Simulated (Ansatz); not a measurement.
Molecular dynamics on a 1×1×1 supercell (3 atoms) of MoS2 (3R-MoS2 type), relaxed with r2SCAN+rVV10. Forces come from r2SCAN in Ansatz 0.2.0: Langevin thermostat and barostat (NPT), 300 K, steps of 1 fs. Computed, non-magnetic; the trajectory is short and the cell small, so nothing here is a converged average.

```yaml
crystal:
  lattice:
    - [1.5875907325, 0.9165959368, 6.1939396414]
    - [-1.5875907325, 0.9165959368, 6.1939396414]
    - [0.0, -1.8331918736, 6.1939396414]
  atoms:
    - { symbol: Mo, position: [-1.46007e-05, -1.46007e-05, -1.46007e-05] }
    - { symbol: S, position: [0.4170015116, 0.4170015116, 0.4170015116] }
    - { symbol: S, position: [0.2496797557, 0.2496797557, 0.2496797557] }
kpoints:
  mp_grid: { grid: [6, 6, 6] }
hamiltonian:
  xc: r2scan
scf:
  occupations: { method: fermi_dirac, width: 0.026 }
md:
  ensemble: npt_langevin
  temperature: 300
  timestep: 1.0
  n_steps: 20
  initial_velocities: maxwell_boltzmann
  seed: 8038
```

Command: `ansatz run input.yaml --threads 4 --pin off --max-ram 3686MiB --backend cpu --events-out ev --progress --plain --runs-dir out`. Wall time 110 s on 4 threads of Arm Neoverse V2, with other jobs on the host; peak host memory 0.71 GiB.

| step | t (fs) | T (K) | free energy F from step 0 (meV/atom) | kinetic energy (meV/atom) | pressure (GPa) | volume (Å³/atom) | largest force (eV/Å) |
| --- | --- | --- | --- | --- | --- | --- | --- |
| 0 | 0 | 200 | 0.0 | 25.9 | 1.30 | 18.03 | 0.05 |
| 1 | 1 | 184 | 0.1 | 23.8 | 1.38 | 18.03 | 0.14 |
| 2 | 2 | 229 | 0.5 | 29.7 | 1.48 | 18.03 | 0.27 |
| 3 | 3 | 202 | 1.0 | 26.1 | 1.48 | 18.05 | 0.40 |
| 4 | 4 | 236 | 1.9 | 30.5 | 1.57 | 18.06 | 0.54 |
| 5 | 5 | 185 | 3.0 | 23.9 | 1.59 | 18.07 | 0.68 |
| 6 | 6 | 183 | 4.3 | 23.7 | 1.59 | 18.09 | 0.81 |
| 7 | 7 | 151 | 5.5 | 19.5 | 1.51 | 18.11 | 0.93 |
| 8 | 8 | 154 | 6.8 | 19.9 | 1.43 | 18.14 | 1.04 |
| 9 | 9 | 161 | 8.3 | 20.8 | 1.33 | 18.17 | 1.13 |
| 10 | 10 | 161 | 9.9 | 20.8 | 1.18 | 18.21 | 1.23 |
| 11 | 11 | 144 | 11.6 | 18.6 | 0.97 | 18.25 | 1.31 |
| 12 | 12 | 138 | 13.4 | 17.8 | 0.75 | 18.28 | 1.39 |
| 13 | 13 | 118 | 15.2 | 15.3 | 0.55 | 18.32 | 1.47 |
| 14 | 14 | 106 | 16.9 | 13.7 | 0.34 | 18.35 | 1.52 |
| 15 | 15 | 99 | 18.5 | 12.8 | 0.15 | 18.39 | 1.57 |
| 16 | 16 | 85 | 19.9 | 11.0 | -0.05 | 18.41 | 1.59 |
| 17 | 17 | 66 | 21.0 | 8.6 | -0.32 | 18.45 | 1.59 |
| 18 | 18 | 61 | 22.1 | 7.9 | -0.60 | 18.49 | 1.59 |
| 19 | 19 | 85 | 23.4 | 11.0 | -0.87 | 18.54 | 1.59 |
| 20 | 20 | 82 | 24.8 | 10.6 | -1.16 | 18.58 | 1.60 |

The temperature starts at 200 K, is lowest at step 18 (61 K, 18 fs) and ends at 82 K. The thermostat hasn't had time to restore it. The atoms start on their lattice sites with kinetic energy alone, so much of it first passes into potential energy. The first value is 2/3 of the setting, since velocities are drawn without the motion of the centre of mass and T is counted over all atoms.

Positions (Å) and forces (eV/Å) at step 20:
```
cell (Å): 1.604 0.926 6.257; -1.604 0.926 6.257; 0.000 -1.852 6.257
Mo  -0.008  -0.001   0.016     0.101   0.133  -1.587
S    0.027   0.049   7.773    -0.395  -0.510   0.697
S   -0.046  -0.047   4.668     0.294   0.377   0.891
```
